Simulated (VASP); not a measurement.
Crystal: MgO.

```xyz
2
Lattice="0.0000 2.0970 2.0970 2.0970 0.0000 2.0970 2.0970 2.0970 0.0000" Properties=species:S:1:pos:R:3 pbc="T T T"
Mg    0.0000    0.0000    0.0000
O     2.0970    2.0970    2.0970
```

The cell is a database's computed one.

Base run:

```yaml
Program: VASP 6.6.1
Functional: r2SCAN-EpsX
Potentials_or_basis: VASP PAW PBE potentials, release 64 (Mg, O)
Cutoff: 520 eV
k_mesh: 8 × 8 × 8
Occupations: gaussian, width 0.02 eV
Spin: no spin polarisation
```

Its results: band gap on the k mesh 8.54 eV, direct; pressure -3.8 GPa.

Q: The run is repeated on the same cell with these changes: functional from r2SCAN-EpsX to HSE03. What comes out?

A: Band gap on the k mesh 6.33 eV, direct; pressure 0.8 GPa.

Caveats: the PAW data sets were made with another functional, which shifts forces and pressure a little.
